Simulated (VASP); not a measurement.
# AlN (P6_3mc) in VASP: further runs

One crystal, AlN, is run at these levels: PBE; tasks: relaxation of shape and atoms at fixed volume.

All numbers are computed with VASP 6.6.1; they aren't measurements. Logs are shortened: lines on timing, memory, paths and dates and some standing lists are left out, and cuts for length are marked.

### 1 The undisturbed crystal

Symmetry: P6_3mc, No. 186, hexagonal system. The conventional cell has a = 3.113 Å, b = 3.113 Å, c = 4.981 Å, α = 90.00°, β = 90.00°, γ = 120.00°. Al (site symmetry 3m) is surrounded by 4 N at 1.89 Å. Around N (site symmetry 3m) lie 4 Al at 1.89 Å.

### 2 Relaxation of shape and atoms at fixed volume, PBE (a relaxed cell with its volume scaled by 1.04)

The input, INCAR:

```
ALGO = Normal
EDIFF = 1E-7
EDIFFG = -0.01
ENCUT = 300
GGA = PE
IBRION = 2
ISIF = 4
ISMEAR = 0
LASPH = True
LCHARG = False
LREAL = False
LWAVE = False
NELM = 80
NSW = 40
PREC = Accurate
SIGMA = 0.03
```

The input, KPOINTS:

```
k-points
0
Gamma
  6 6 3
```

The input, POSCAR:

```
AlN                                     
1.0
    3.1650140678      0.0000000000      0.0000000000
   -1.5825070339      2.7409825861     -0.0000000000
   -0.0000000000      0.0000000000      5.0741670833
  Al              N             
     2     2
Direct
     0.3333333332999970    0.6666666667000030    0.9992383048100509
     0.6666666667000030    0.3333333332999970    0.4992383048100509
     0.3333333332999970    0.6666666667000030    0.3807616951899516
     0.6666666667000030    0.3333333332999970    0.8807616951899516
```

Potentials or basis: VASP PAW PBE potentials, release 64 (Al, N_s).

Run with:

```sh
cat potpaw_PBE.64/Al/POTCAR potpaw_PBE.64/N_s/POTCAR > POTCAR
mpirun -np 1 vasp_std > vasp.out
```

OUTCAR:

```text
EDIFF = 1E-7
   EDIFFG = -0.01
   ENCUT = 300
   GGA = PE
   IBRION = 2
   ISIF = 4
   ISMEAR = 0
   LASPH = True
   LREAL = False
   NELM = 80
   NSW = 40
   PREC = Accurate

 ion  position               nearest neighbor table
   1  0.333  0.667  0.999-   4 1.92   4 1.92   4 1.92   3 1.94   2 3.13   2 3.13   2 3.13   2 3.13
                             2 3.13   2 3.13
   2  0.667  0.333  0.499-   3 1.92   3 1.92   3 1.92   4 1.94   1 3.13   1 3.13   1 3.13   1 3.13
                             1 3.13   1 3.13
   3  0.333  0.667  0.381-   2 1.92   2 1.92   2 1.92   1 1.94
   4  0.667  0.333  0.881-   1 1.92   1 1.92   1 1.92   2 1.94

  LATTYP: Found a hexagonal cell.
 ALAT       =     3.1650140678
 C/A-ratio  =     1.6032052227

  Lattice vectors:

 A1 = (   3.1650140678,   0.0000000000,   0.0000000000)
 A2 = (  -1.5825070339,   2.7409825861,   0.0000000000)
 A3 = (   0.0000000000,   0.0000000000,   5.0741670833)

Analysis of symmetry for initial positions (statically):
=====================================================================
 Subroutine PRICEL returns:
 Original cell was already a primitive cell.

 Routine SETGRP: Setting up the symmetry group for a
 hexagonal supercell.

 Subroutine GETGRP returns: Found 12 space group operations
 (whereof  6 operations were pure point group operations)
 out of a pool of 24 trial point group operations.

The static configuration has the point symmetry C_3v.
 The point group associated with its full space group is C_6v.

Analysis of symmetry for dynamics (positions and initial velocities):
=====================================================================
 Subroutine PRICEL returns:
 Original cell was already a primitive cell.

 Routine SETGRP: Setting up the symmetry group for a
 hexagonal supercell.

 Subroutine GETGRP returns: Found 12 space group operations
 (whereof  6 operations were pure point group operations)
 out of a pool of 24 trial point group operations.

The dynamic configuration has the point symmetry C_3v.
 The point group associated with its full space group is C_6v.

 Subroutine INISYM returns: Found 12 space group operations
 (whereof  6 operations are pure point group operations),
 and found     1 'primitive' translations

----------------------------------------------------------------------------------------

                                     Primitive cell

  volume of cell :      44.0197

  direct lattice vectors                    reciprocal lattice vectors
     3.165014068  0.000000000  0.000000000     0.315954362  0.182416336  0.000000000
    -1.582507034  2.740982586  0.000000000     0.000000000  0.364832672  0.000000000
     0.000000000  0.000000000  5.074167083     0.000000000  0.000000000  0.197076679

  length of vectors
     3.165014068  3.165014068  5.074167083     0.364832672  0.364832672  0.197076679

  position of ions in fractional coordinates (direct lattice)
     0.333333333  0.666666667  0.999238305
     0.666666667  0.333333333  0.499238305
     0.333333333  0.666666667  0.380761695
     0.666666667  0.333333333  0.880761695

  ion indices of the primitive-cell ions
   primitive index   ion index
                 1           1
                 2           2
                 3           3
                 4           4

----------------------------------------------------------------------------------------

 KPOINTS: k-points

Automatic generation of k-mesh.
 Grid dimensions read from file:
 generate k-points for:    6    6    3

 Generating k-lattice:

  Cartesian coordinates                     Fractional coordinates (reciprocal lattice)
     0.052659060  0.030402723  0.000000000     0.166666667  0.000000000  0.000000000
     0.000000000  0.060805445  0.000000000     0.000000000  0.166666667  0.000000000
     0.000000000  0.000000000  0.065692226     0.000000000  0.000000000  0.333333333

  Length of vectors
     0.060805445  0.060805445  0.065692226

  Shift w.r.t. Gamma in fractional coordinates (k-lattice)
     0.000000000  0.000000000  0.000000000

 Subroutine IBZKPT returns following result:
 ===========================================

 Found     14 irreducible k-points:

 Following reciprocal coordinates:
            Coordinates               Weight
  0.000000  0.000000  0.000000      1.000000
  0.166667 -0.000000  0.000000      6.000000
  0.333333 -0.000000  0.000000      6.000000
  0.500000 -0.000000  0.000000      3.000000
  0.166667  0.166667  0.000000      6.000000
  0.333333  0.166667  0.000000     12.000000
  0.333333  0.333333  0.000000      2.000000
  0.000000  0.000000  0.333333      2.000000
  0.166667 -0.000000  0.333333     12.000000
  0.333333 -0.000000  0.333333     12.000000
  0.500000 -0.000000  0.333333      6.000000
  0.166667  0.166667  0.333333     12.000000
  0.333333  0.166667  0.333333     24.000000
  0.333333  0.333333  0.333333      4.000000
   k-points           NKPTS =     14   k-points in BZ     NKDIM =     14   number of bands    NBANDS=     12
   number of dos      NEDOS =    301   number of ions     NIONS =      4
   total plane-waves  NPLWV =   9720
   dimension x,y,z NGX =    18 NGY =   18 NGZ =   30
   dimension x,y,z NGXF=    36 NGYF=   36 NGZF=   60
   ions per type =               2   2
   NGX,Y,Z   is equivalent  to a cutoff of   9.45,  9.45,  9.83 a.u.
   NGXF,Y,Z  is equivalent  to a cutoff of  18.91, 18.91, 19.66 a.u.
 SYSTEM =  unknown system
   PREC   = accura    normal or accurate (medium, high low for compatibility)
   ISTART =      0    job   : 0-new  1-cont  2-samecut
   ICHARG =      2    charge: 1-file 2-atom 10-const
   ISPIN  =      1    spin polarized calculation?
   LNONCOLLINEAR =      F non collinear calculations
   LSORBIT =      F    spin-orbit coupling
   LASPH  =      T    aspherical Exc in radial PAW
   ENCUT  =  300.0 eV  22.05 Ry    4.70 a.u.   4.47  4.47  7.17*2*pi/ulx,y,z
   NELM   =     80;   NELMIN=  2; NELMDL= -5     # of ELM steps
   EDIFF  = 0.1E-06   stopping-criterion for ELM
   LREAL  =      F    real-space projection
   EDIFFG = -.1E-01   stopping-criterion for IOM
   NSW    =     40    number of steps for IOM
   IBRION =      2    ionic relax: 0-MD 1-quasi-New 2-CG
   NFREE  =      1    steps in history (QN), initial steepest desc. (CG)
   ISIF   =      4    stress and relaxation
   ISYM   =      2    0-nonsym 1-usesym 2-fastsym
   POTIM  = 0.5000    time-step for ionic-motion
   TEBEG  =    0.0;   TEEND  =   0.0 temperature during run
   PSTRESS=    0.0 pullay stress
   NELECT =      16.0000    total number of electrons
   NUPDOWN=      -1.0000    fix difference up-down
   EMIN   =  10.00;   EMAX   =-10.00  energy-range for DOS
   EFERMI =   0.00;   METHOD = LEGACY
   ISMEAR =     0;   SIGMA  =   0.03  broadening in eV -4-tet -1-fermi 0-gaus
   EFERMI_NEDOS =   21; number of points for ismear=-14 and -15
   IALGO  =     38    algorithm
   IMIX   =      4    mixing-type and parameters
     AMIX     =   0.40;   BMIX     =  1.00
     AMIX_MAG =   1.60;   BMIX_MAG =  1.00
  volume/ion in A,a.u.               =      11.00        74.26
  Fermi-wavevector in a.u.,A,eV,Ry     =   1.168331  2.207826 18.571919  1.364998
  Thomas-Fermi vector in A             =   2.304819
   LORBIT       =      0    0 simple, 1 ext, 2 COOP (PROOUT), +10 PAW based schemes
   GGA     = PE    functional components
   LHFCALC =     F    Hartree Fock is set to
   AEXX    =    0.0000 exact exchange contribution
   IVDW    =     0    specifies the selected vdW correction
   LEPSILON=     F    determine dielectric tensor
   LRPA    =     F    only Hartree local field effects (RPA)
 conjugate gradient relaxation of ions
 non-spin polarized calculation
 Gauss-broadening in eV      SIGMA  =   0.03
  energy-cutoff  :      300.00
  volume of cell :       44.02
 maximum number of plane-waves:       537
 NGX is ok and might be reduce to    18
   NGX =  9   NGY =  9   NGZ = 15

--------------------------------------- Ionic step        1  -------------------------------------------

 number of electron      15.9999989 magnetization

 Free energy of the ion-electron system (eV)
  ---------------------------------------------------
  ext. energy  EPLUGINS =         0.00000000
  ---------------------------------------------------
  free energy    TOTEN  =       -29.73661100 eV

  energy without entropy =      -29.73661100  energy(sigma->0) =      -29.73661100

------------------------ aborting loop because EDIFF is reached ----------------------------------------

  FORCE on cell =-STRESS in cart. coord.  units (eV):
  Direction    XX          YY          ZZ          XY          YZ          ZX
  --------------------------------------------------------------------------------------
  -------------------------------------------------------------------------------------
  Total       -2.0041339     -2.0041339     -1.8863857      0.0000000      0.0000000      0.0000000
  in kB      -72.9441774    -72.9441774    -68.6585112      0.0000000      0.0000000      0.0000000
  external PRESSURE =     -71.5156220 kB  Pullay stress =       0.0000000 kB

 VOLUME and BASIS-vectors are now :
 -----------------------------------------------------------------------------
  energy-cutoff  :      300.00
  volume of cell :       44.02
      direct lattice vectors                 reciprocal lattice vectors
     3.165014068  0.000000000  0.000000000     0.315954362  0.182416336  0.000000000
    -1.582507034  2.740982586  0.000000000     0.000000000  0.364832672  0.000000000
     0.000000000  0.000000000  5.074167083     0.000000000  0.000000000  0.197076679
[... 77 lines left out ...]
 POSITION                                       TOTAL-FORCE (eV/Angst)
 -----------------------------------------------------------------------------------
     -0.00000      1.82621      5.07716         0.000000      0.000000      0.012484
      1.58154      0.91310      2.53698         0.000000      0.000000      0.012484
     -0.00000      1.82621      1.93373        -0.000000     -0.000000     -0.012484
      1.58154      0.91310      4.47390        -0.000000     -0.000000     -0.012484
 -----------------------------------------------------------------------------------
    total drift:                                0.000000      0.000000     -0.000038

  FREE ENERGIE OF THE ION-ELECTRON SYSTEM (eV)
  ---------------------------------------------------
  free  energy   TOTEN  =       -29.7366973117 eV

  energy  without entropy=      -29.7366973117  energy(sigma->0) =      -29.73669731

--------------------------------------- Ionic step        4  -------------------------------------------

 number of electron      15.9999990 magnetization

 Free energy of the ion-electron system (eV)
  ---------------------------------------------------
  ext. energy  EPLUGINS =         0.00000000
  ---------------------------------------------------
  free energy    TOTEN  =       -29.73670985 eV

  energy without entropy =      -29.73670985  energy(sigma->0) =      -29.73670985

 E-fermi :   6.1329     XC(G=0): -10.6843

 val. band max:        5.9701578016   @ k =   0.0000   0.0000   0.0000
 cond. band min:       9.7420318805   @ k =   0.0000   0.0000   0.0000
 fundamental gap:      3.7718740789
 Fermi energy:         6.1328953371

 k-point     1 :       0.0000    0.0000    0.0000
  band No.  band energies     occupation
      1      -8.8909      2.00000
      2      -6.9129      2.00000
      3       0.2083      2.00000
      4       5.1616      2.00000
      5       5.1616      2.00000
      6       5.7917      2.00000
      7       5.7917      2.00000
      8       5.9702      2.00000
      9       9.7420      0.00000
     10      12.2297      0.00000
     11      16.1583      0.00000
     12      16.8000      0.00000

 k-point     2 :       0.1667   -0.0000    0.0000
  band No.  band energies     occupation
      1      -8.5643      2.00000
      2      -6.7361      2.00000
      3       0.6082      2.00000
      4       3.7798      2.00000
      5       4.5037      2.00000
      6       4.7870      2.00000
      7       5.7064      2.00000
      8       5.8051      2.00000
      9      11.0395      0.00000
     10      13.3052      0.00000
     11      14.9064      0.00000
     12      15.4298      0.00000
[... 200 lines left out ...]
 POSITION                                       TOTAL-FORCE (eV/Angst)
 -----------------------------------------------------------------------------------
     -0.00000      1.82618      5.07813        -0.000000     -0.000000     -0.004273
      1.58152      0.91309      2.53786        -0.000000     -0.000000     -0.004273
     -0.00000      1.82618      1.93301         0.000000      0.000000      0.004273
      1.58152      0.91309      4.47327         0.000000      0.000000      0.004273
 -----------------------------------------------------------------------------------
    total drift:                                0.000000      0.000000      0.000048

  FREE ENERGIE OF THE ION-ELECTRON SYSTEM (eV)
  ---------------------------------------------------
  free  energy   TOTEN  =       -29.7367098507 eV

  energy  without entropy=      -29.7367098507  energy(sigma->0) =      -29.73670985

 reached required accuracy - stopping structural energy minimisation
```

Run time: 11 s. Hardware: 1 thread of Intel Xeon Platinum 8259CL at 2.50GHz (Skylake/Cascade Lake), shared host; peak memory 0.12 GiB.

The run converged, but some of its settings lie outside the range that counts as converged, so its numbers aren't taken as properties of the crystal.

Results:

```
Free energy                  : -29.7367 eV
Energy gained by relaxing    : 0.0 meV/atom
Ionic steps                  : 4
Largest force after relaxing : 0.004 eV/Å
Band gap on the k mesh       : 3.77 eV, direct
```

Caveat: the cutoff is under 1.25 times the usual one of these potentials, so pressure, stress and relaxed cells hold a basis-set (Pulay) error.

### 3 Relaxation of shape and atoms at fixed volume, PBE (a relaxed cell with its volume scaled by 1.06)

INCAR is that of step 2.

KPOINTS is that of step 2.

Changes to POSCAR since step 2:

```diff
@@ -2,5 +2,5 @@
 1.0
-    3.1650140678      0.0000000000      0.0000000000
-   -1.5825070339      2.7409825861     -0.0000000000
-   -0.0000000000      0.0000000000      5.0741670833
+    3.1851739366      0.0000000000      0.0000000000
+   -1.5925869683      2.7584415447     -0.0000000000
+   -0.0000000000      0.0000000000      5.1064874903
   Al              N
```

Potentials or basis: VASP PAW PBE potentials, release 64 (Al, N_s).

Run with:

```sh
cat potpaw_PBE.64/Al/POTCAR potpaw_PBE.64/N_s/POTCAR > POTCAR
mpirun -np 1 vasp_std > vasp.out
```

Wall time 14 s (1 thread of Intel Xeon Platinum 8259CL at 2.50GHz (Skylake/Cascade Lake), shared host); peak memory 0.12 GiB.

These settings aren't checked as converged: the numbers below hold their error.

What came out:

* Free energy: -29.6976 eV
* Energy gained by relaxing: 0.1 meV/atom
* Ionic steps: 4
* Largest force after relaxing: 0.005 eV/Å
* Band gap on the k mesh: 3.61 eV, direct

Caveat: the cutoff is under 1.25 times the usual one of these potentials, so pressure, stress and relaxed cells hold a basis-set (Pulay) error.
